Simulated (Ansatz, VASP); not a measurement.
**AlN in VASP and in Ansatz**

```
CELL_PARAMETERS angstrom
0.00000 1.98457 1.98457
1.98457 0.00000 1.98457
1.98457 1.98457 0.00000
ATOMIC_POSITIONS crystal
Al 0.00000 0.00000 0.00000
N 0.50000 0.50000 0.50000
```

Change from the starting cell: volume scaled by 1.01, PAW files.

Alike in both runs: task electric field gradients; functional PBE; k mesh 10 × 10 × 10; occupations fermi-dirac, width 0.02 eV; no spin polarisation.

|  | VASP | Ansatz |
| --- | --- | --- |
| version | VASP 6.6.1 | Ansatz 0.2.0 |
| potentials or method | VASP PAW PBE potentials, release 64 (Al, N) | PAW with Ansatz's default frozen-core files, scalar-relativistic |
| plane-wave cutoff (eV) | 520 | 420 |
| valence electrons in the cell | 8 | 8 |

```tsv
	VASP	Ansatz	Ansatz less VASP
gap on the k mesh at the Fermi level (eV)	5.16	5.18	+0.024
pressure (GPa)	21.8	22.2	+0.34
Vzz of the field gradient on the site that differs most (V/Å²)	0.0	0.0	0.00
```

Caveats: so large a pressure means that the cell lies far from this level's equilibrium, or that cutoff or potentials fall short (VASP). A k mesh can miss the band edges.
